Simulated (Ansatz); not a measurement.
ZrS2: all-electron results

```
Zr S
1.0
     3.63000    0.00000    0.00000
    -1.81500    3.14367    0.00000
     0.00000    0.00000    5.85000
Zr S
1 2
Cartesian
  0.0000 0.0000 0.0000
  0.0000 2.0958 1.4578
  1.8150 1.0479 4.3922
```

Atoms are numbered in the order listed.

Conventional cell: a = 3.630 Å, b = 3.630 Å, c = 5.850 Å, α = 90.00°, β = 90.00°, γ = 120.00°. Around Zr (atom 1) lie 6 S at 2.55 Å. S (atom 2) is surrounded by 3 Zr at 2.55 Å.

The cell is COD entry 5910006, as deposited and not checked against the literature; nothing was relaxed.

Levels of theory: DFT, PBE, all-electron LAPW, scalar-relativistic (Ansatz 0.2.0); DFT, PBE, PAW with Ansatz's default frozen-core files, scalar-relativistic (Ansatz 0.2.0); DFT, PBE, all-electron PAW with datasets made for the crystal, scalar-relativistic (Ansatz 0.2.0).

For LAPW: a Γ-centred 10×10×5 k mesh, Fermi–Dirac smearing of 0.01 eV, basis error target 1 meV/atom, no spin polarisation. PAW takes a cutoff of 420 eV at this cell. The crystal-made all-electron datasets (AE datasets) take a cutoff of 240 eV at this cell. The Ansatz runs share mesh, smearing and spin set-up. Values come from LAPW unless marked.

Spin–orbit coupling is left out, which moves gradients at and beside heavy atoms by some per cent and at worst by a factor of two.

```json
{
  "Smallest direct gap on the path": "1.56 eV",
  "Field gradients Vzz (crystal-made datasets)": "Zr1 -1.32 (η = 0.00), S2 0.14 (η = 0.00) in 10²¹ V/m²",
  "Pressure at this cell": "3.03 GPa",
  "Löwdin charges (with 0.13 e of the cell spilling out of the atomic basis, so their sizes and signs hang on that basis)": "Zr1 0.81, S2 -0.34 e",
  "Band gap": "0.80 eV, indirect from the line K (0.333, 0.333, 0)–Γ to L (0.5, 0, 0.5)",
  "Volume per atom": "22.25 Å³"
}
```

Question: Bader charges (from the PAW run): what does the calculation give?

Answer: Zr1 +2.07, S2 -1.03 e.

Question: Give the computed value. Largest force.

Answer: 0.096 eV/Å on S2.

Question: Stress xx, yy, zz (compression positive): what does the calculation give?

Answer: 3.21, 3.21, 2.66 GPa.
